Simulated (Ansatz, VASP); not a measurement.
# Two plane-wave programs on Si

Contents of POSCAR:

```
Si
1.0
    4.1209500000      0.0000000000      0.0000000000
   -2.0604700000      3.5688500000      0.0000000000
    0.0000000000      0.0000000000      2.6547900000
Si
2
Direct
    0.3333300000      0.6666700000      0.5000000000
    0.6666700000      0.3333300000      0.5000000000
```

File INCAR.step1:

```
SYSTEM = Si
PREC = Accurate
ENCUT = 600
EDIFF = 1E-5
ISMEAR = -1
SIGMA = 0.05
LREAL = .FALSE.
LASPH = .TRUE.
NELM = 60
ALGO = Normal
LWAVE = .TRUE.
LCHARG = .FALSE.
GGA = PE
```

Contents of INCAR.step2:

```
SYSTEM = Si
PREC = Accurate
ENCUT = 600
EDIFF = 1E-6
ISMEAR = -1
SIGMA = 0.05
LREAL = .FALSE.
LASPH = .TRUE.
NELM = 60
ALGO = Normal
ISIF = 3
LWAVE = .FALSE.
LCHARG = .FALSE.
GGA = PE
LHFCALC = .TRUE.
HFSCREEN = 0.3
PRECFOCK = Normal
IBRION = 2
NSW = 40
EDIFFG = -0.01
ISTART = 1
```

The input KPOINTS:

```
Automatic mesh
0
G
  4 4 5
  0 0 0
```

The input input.yaml:

```yaml
crystal:
  lattice:
    - [4.12095, 0.0, 0.0]
    - [-2.06047, 3.56885, 0.0]
    - [0.0, 0.0, 2.65479]
  atoms:
    - { symbol: Si, position: [0.33333, 0.66667, 0.5] }
    - { symbol: Si, position: [0.66667, 0.33333, 0.5] }
hamiltonian:
  xc: { exchange: pbe, correlation: pbe, exx: { coeff: 0.25, omega: 0.3 } }
  pseudopotentials: { kind: paw }
kpoints:
  mp_grid: { grid: [4, 4, 5] }
scf:
  occupations: { method: fermi_dirac, width: 0.05 }
output:
  forces: true
  stress: true
  eigenvalues: true
relax:
  f_tol: 0.01
  max_steps: 40
  cell: { stress_tol: 0.05 }
```

The cell was built by a generator and needn't be a form met in nature.

Alike in both runs: task relaxation of cell and atoms; functional HSE03; k mesh 4 × 4 × 5; occupations fermi-dirac, width 0.05 eV; no spin polarisation.

|  | VASP | Ansatz |
| --- | --- | --- |
| version | VASP 6.6.1 | Ansatz 0.2.0 |
| potentials or method | VASP PAW PBE potentials, release 64 (Si) | Ansatz PAW |
| plane-wave cutoff (eV) | 600 | 420 |
| valence electrons in the cell | 8 | 8 |

```tsv
	VASP	Ansatz	Ansatz less VASP
gap on the k mesh at the Fermi level, each at its own relaxed structure (eV)	none	none	-
relaxed volume (Å³/atom)	18.91	18.96	+0.052
relaxed cell length with the largest relative difference (Å)	4.138	4.142	+0.0041
energy change over the relaxation (meV/atom)	-28	-28	+0.6
```

A gap of «none» marks a metal or a gap that the smearing closes.

Caveats: the k mesh is coarse (spacing up to 0.47 Å⁻¹), so the values aren't converged, least of all with exact exchange; the PAW data sets were made with another functional, which shifts forces and pressure a little (VASP); the plane-wave basis is chosen anew once the cell has moved, so the energies of steps on either side of that aren't comparable (Ansatz); the PAW data sets come from PBE, with cores solved anew for the run's functional, which leaves a small shift of forces and pressure (Ansatz).
